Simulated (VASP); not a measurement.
Input of a VASP 6.6.1 run:

File POSCAR:

```
MgO2
1.0
    1.6047610160      0.9265092046      3.4939788749
   -1.6047610160      0.9265092046      3.4939788749
    0.0000000000     -1.8530184092      3.4939788749
Mg O
1 2
Direct
    0.0000000000      0.0000000000      0.0000000000
    0.5712140000      0.5712140000      0.5712140000
    0.4287860000      0.4287860000      0.4287860000
```

The input INCAR.step1:

```
SYSTEM = MgO2
ALGO = Normal ; EDIFF = 1E-5
ENCUT = 600 ; GGA = PE
ISMEAR = 0 ; KPAR = 4
LASPH = .TRUE. ; LCHARG = .FALSE.
LREAL = .FALSE. ; LWAVE = .TRUE.
NELM = 60 ; PREC = Accurate
SIGMA = 0.02
```

INCAR.step2

```
SYSTEM = MgO2
ALGO = Normal ; EDIFF = 1E-6
EDIFFG = -0.01 ; ENCUT = 600
GGA = PE ; HFSCREEN = 0.2
IBRION = 2 ; ISIF = 3
ISMEAR = 0 ; ISTART = 1
KPAR = 4 ; LASPH = .TRUE.
LCHARG = .FALSE. ; LHFCALC = .TRUE.
LREAL = .FALSE. ; LWAVE = .FALSE.
NELM = 60 ; NSW = 60
PREC = Accurate ; PRECFOCK = Fast
SIGMA = 0.02
```

KPOINTS

```
k-points
0
G
  6 6 6
  0 0 0
```

Potentials or basis: VASP PAW PBE potentials, release 64 (Mg, O).

Run with:

```console
$ cat potpaw_PBE.64/Mg/POTCAR potpaw_PBE.64/O/POTCAR > POTCAR
$ cp INCAR.step1 INCAR
$ mpirun -np 4 vasp_std > vasp.out
$ cp INCAR.step2 INCAR
$ mpirun -np 4 vasp_std > vasp.out
```

**Question.** Estimate the band gap on the k mesh.

**Answer.** 4.94 eV, direct.

**Question.** What does it give for the relaxed cell?

**Answer.** a = 3.902 Å, b = 3.902 Å, c = 3.902 Å, α = 47.63°, β = 47.63°, γ = 47.63°.

**Question.** Predict the space group after relaxing (to 0.05 Å).

**Answer.** R-3m (No. 166).

**Question.** Predict the relaxed volume.

**Answer.** 9.89 Å³/atom.

Stress tensor (GPa, compression positive):
```
-0.02  0.00  0.00
 0.00 -0.02  0.00
 0.00  0.00  0.10
```

Caveat: the PAW data sets were made with another functional, which shifts forces and pressure a little. A k mesh can miss the band edges.
